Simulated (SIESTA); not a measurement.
Runs of SIESTA 5.4.2 on AlN. The structure is cubic, space group F-43m (No. 216). Conventional cell: a = 4.368 Å, b = 4.368 Å, c = 4.368 Å, α = 90.00°, β = 90.00°, γ = 90.00°. Around Al (site symmetry -43m) lie 4 N at 1.89 Å. N (site symmetry -43m) is surrounded by 4 Al at 1.89 Å. Measurements of this composition are mostly on another form, of space group No. 186.

```tsv
potentials or basis	gap on the mesh (eV)	pressure (GPa)
PseudoDojo 0.4 standard (PBE files), DZP (energy shift 0.003 Ry)	3.26	6.2
SPMS 1.0 (PBE files) or PseudoDojo by element, DZP (energy shift 0.003 Ry)	3.26	6.3
PseudoDojo 0.4 stringent (PBE files), DZP (energy shift 0.003 Ry)	3.26	6.2
Ansatz (PBE files), DZP (energy shift 0.003 Ry)	(a)	6.8
PseudoDojo 0.5 standard (PBE files), DZP (energy shift 0.003 Ry)	3.26	6.2
SG15 1.2 with PseudoDojo 0.4 standard (PBE files), DZP (energy shift 0.003 Ry)	(b)	6.0
```

Alike in all rows: task band structure; level PBE; no spin polarisation; cell as given; k mesh 10 × 10 × 10; smearing fermi-dirac 0.05 eV; grid cutoff 800 Ry; energy shift 0.003 Ry.

Estimate the missing entries.

(a) 3.24; (b) 3.27.

Caveats: the basis of atomic orbitals isn't converged, which shifts pressures, moduli and gaps.

